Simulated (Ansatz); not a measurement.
The system is HfO2.

```
Hf O
1.0
     0.00000    2.55750    2.55750
     2.55750    0.00000    2.55750
     2.55750    2.55750    0.00000
Hf O
1 2
Direct
  0.00000 0.00000 0.00000
  0.75000 0.75000 0.75000
  0.25000 0.25000 0.25000
```

Measurements of this composition are mostly on another form, of space group No. 14.

```yaml
Program: Ansatz 0.2.0
Task: relaxation of cell and atoms
Functional: HSE06
Potentials_or_basis: Ansatz PAW
Cutoff: "420 eV (not typed: the program's choice for these potentials)"
k_mesh: 6 × 6 × 6
Occupations: fermi-dirac, width 0.05 eV
Spin: no spin polarisation
```

At the start: volume 11.15 Å³/atom.

**Question.** Where does the relaxation end?

**Answer.** It ends after 7 steps and the volume is 10.77 Å³/atom (-3.4 %); space group Fm-3m (No. 225, to 0.05 Å).

The path:
| step | energy change (eV) | largest force (eV/Å) | volume (Å³) |
| --- | --- | --- | --- |
| 1 | 0.0000 | 0.0000 | 33.46 |
| 2 | -0.0346 | 0.0000 | 32.02 |
| 3 | -0.0359 | 0.0000 | 32.36 |
| 4 | -0.0360 | 0.0000 | 32.34 |
| 5 | -0.0321 | 0.0000 | 32.34 |
| 6 | -0.0322 | 0.0000 | 32.31 |
| 7 | -0.0319 | 0.0000 | 32.31 |

Final structure:
```xyz
3
Lattice="0.0000 2.5281 2.5281 2.5281 0.0000 2.5281 2.5281 2.5281 0.0000" Properties=species:S:1:pos:R:3 pbc="T T T"
Hf    0.0000    0.0000    0.0000
O     3.7921    3.7921    3.7921
O     1.2640    1.2640    1.2640
```

Caveat: the plane-wave basis is chosen anew once the cell has moved, so the energies of steps on either side of that aren't comparable; the pressure holds a Pulay correction of +0.7 GPa for the finite cutoff; the PAW data sets come from PBE, with cores solved anew for the run's functional, which leaves a small shift of forces and pressure.
